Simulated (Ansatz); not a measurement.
Write the native input for Ansatz 0.2.0 that does the following.

```
Task                                : band structure
Functional                          : BLYP
Potentials or basis                 : Ansatz PAW
Cutoff                              : 420 eV (not typed: the program's choice for these potentials)
k mesh                              : 9 × 9 × 2
Occupations                         : fermi-dirac, width 0.05 eV
Spin                                : no spin polarisation
Path                                : [["G", "M", "K", "G", "A", "L", "H", "A"], ["L", "M"], ["K", "H"]]
Points for each segment of the path : 14
```

The system is Te2Mo.

```
Te Mo
1.0
     3.51820    0.00000    0.00000
    -1.75910    3.04685    0.00000
     0.00000    0.00000   13.97360
Te Mo
4 2
Direct
  0.66667 0.33333 0.37900
  0.33333 0.66667 0.87900
  0.66667 0.33333 0.12100
  0.33333 0.66667 0.62100
  0.66667 0.33333 0.75000
  0.33333 0.66667 0.25000
```

The input as run:

input.yaml

```yaml
crystal:
  lattice:
    - [3.5182, 0.0, 0.0]
    - [-1.7591, 3.0468505756, 0.0]
    - [0.0, 0.0, 13.9736]
  atoms:
    - { symbol: Te, position: [0.6666666667, 0.3333333333, 0.379] }
    - { symbol: Te, position: [0.3333333333, 0.6666666667, 0.879] }
    - { symbol: Te, position: [0.6666666667, 0.3333333333, 0.121] }
    - { symbol: Te, position: [0.3333333333, 0.6666666667, 0.621] }
    - { symbol: Mo, position: [0.6666666667, 0.3333333333, 0.75] }
    - { symbol: Mo, position: [0.3333333333, 0.6666666667, 0.25] }
hamiltonian:
  xc: blyp
  pseudopotentials: { kind: paw }
kpoints:
  mp_grid: { grid: [9, 9, 2] }
  band_path:
    path:
      - [[0.0, 0.0, 0.0], [0.5, 0.0, 0.0], [0.3333333333, 0.3333333333, 0.0], [0.0, 0.0, 0.0], [0.0, 0.0, 0.5], [0.5, 0.0, 0.5], [0.3333333333, 0.3333333333, 0.5], [0.0, 0.0, 0.5]]
      - [[0.5, 0.0, 0.5], [0.5, 0.0, 0.0]]
      - [[0.3333333333, 0.3333333333, 0.0], [0.3333333333, 0.3333333333, 0.5]]
    npoints: 14
scf:
  occupations: { method: fermi_dirac, width: 0.05 }
  n_extra_bands: 15
output:
  forces: true
  stress: true
  eigenvalues: true
  fatbands: false
  write_density: true
  write_potential: true
  elf: true
  volumetric_format: npy
```

Potentials or basis: Ansatz PAW.

Run with:

```sh
$ ansatz run input.yaml --threads 2 --pin off --max-ram 5120MiB --backend cpu --events-out ev --progress --plain --runs-dir out
```

Results of the run:

| Quantity | Value |
| --- | --- |
| Pressure | 9.1 GPa |
| Largest force | 0.460 eV/Å |
| Band gap on the k mesh | 0.82 eV, indirect (least direct gap 1.04 eV) |
| Band gap along the path | 0.74 eV, indirect (least direct gap 1.04 eV) |

Caveat: the k mesh misses the band edges, so the gap on the mesh is wider than the one along the path; spin-orbit coupling is left out, which moves the levels of the heavy elements; this functional lacks dispersion, which binds the layers, so the pressure and a relaxed spacing across them are unreliable; the PAW data sets come from PBE, with cores solved anew for the run's functional, which leaves a small shift of forces and pressure.

It took 43 s on 2 threads of Intel(R) Xeon(R) Processor @ 2.50GHz (Skylake/Cascade Lake), with other jobs on the host, peak memory 0.86 GiB.
